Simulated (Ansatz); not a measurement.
# InP under changes of volume

One of the cells (21.227 Å³/atom); the others are scaled copies at fixed shape and fractional positions:

```xyz
2
Lattice="0.0000 2.7688 2.7688 2.7688 0.0000 2.7688 2.7688 2.7688 0.0000" Properties=species:S:1:pos:R:3 pbc="T T T"
In    0.0000    0.0000    0.0000
P     2.7688    2.7688    2.7688
```

Measurements of this composition are mostly on another form, of space group No. 216.

```yaml
Program: Ansatz 0.2.0
Functional: PBE0
Potentials_or_basis: Ansatz PAW
Cutoff: "420 eV (not typed: the program's choice for these potentials)"
k_mesh: 4 × 4 × 4
Occupations: fermi-dirac, width 0.05 eV
Spin: no spin polarisation
```

```tsv
volume (Å³/atom)	energy over the lowest point (meV/atom)	pressure (GPa)
19.953	4.77	2.8
20.378	0.00	0.8
20.803	0.50	-1.1
21.227	5.54	-2.7
21.652	14.67	-4.2
22.076	27.47	-5.5
22.501	?	?
```

Task: What does the run at 22.501 Å³/atom give?

Result: Energy over the lowest point 43.49 meV/atom; pressure -6.6 GPa.

Worked out: A Birch-Murnaghan fit of order 3 (a polynomial in V^(-2/3)) to the other rows has its minimum at 20.55 Å³/atom with B0 = V·E''(V) = 90 GPa and B' = 4.7. It gives 43.50 meV/atom at 22.501 Å³/atom, against the run's 43.49, and -dE/dV = -6.6 GPa, against -6.6.

Energies are extrapolated to zero smearing.

Caveats: all runs use coarse meshes; the PAW data sets come from PBE, with cores solved anew for the run's functional, which leaves a small shift of forces and pressure; the thresholds are loose for stress.
